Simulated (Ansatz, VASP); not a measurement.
# Two plane-wave programs on Cu4O

```
CELL_PARAMETERS angstrom
3.86535 0.00000 0.00000
0.00000 3.86535 0.00000
0.00000 0.00000 3.86535
ATOMIC_POSITIONS crystal
Cu 0.50000 0.00000 0.00000
Cu 0.00000 0.50000 0.00000
Cu 0.00000 0.00000 0.50000
Cu 0.00000 0.00000 0.00000
O 0.50000 0.50000 0.50000
```

Alike in both runs: task single point; functional PBE; k mesh 4 × 4 × 4; occupations gaussian, width 0.1 eV; collinear spin.

|  | VASP | Ansatz |
| --- | --- | --- |
| version | VASP 6.6.1 | Ansatz 0.2.0 |
| potentials or method | VASP PAW PBE potentials, release 64 (Cu, O) | scalar-relativistic, plane waves, PAW |
| plane-wave cutoff (eV) | 520 | 420 |
| valence electrons in the cell | 50 | 82 |

```csv
,VASP,Ansatz,Ansatz less VASP
gap on the k mesh at the Fermi level (eV),0.32,0.31,-0.008
least direct gap on the mesh (eV),0.58,0.57,-0.008
net moment per atom (μB),0.00,0.00,0.000
```

With one functional, cell and mesh, what is left measures potentials, basis and numerics. The two sets of potentials don't hold the same shells in valence. Ansatz warned: «seeded_moment_not_kept».
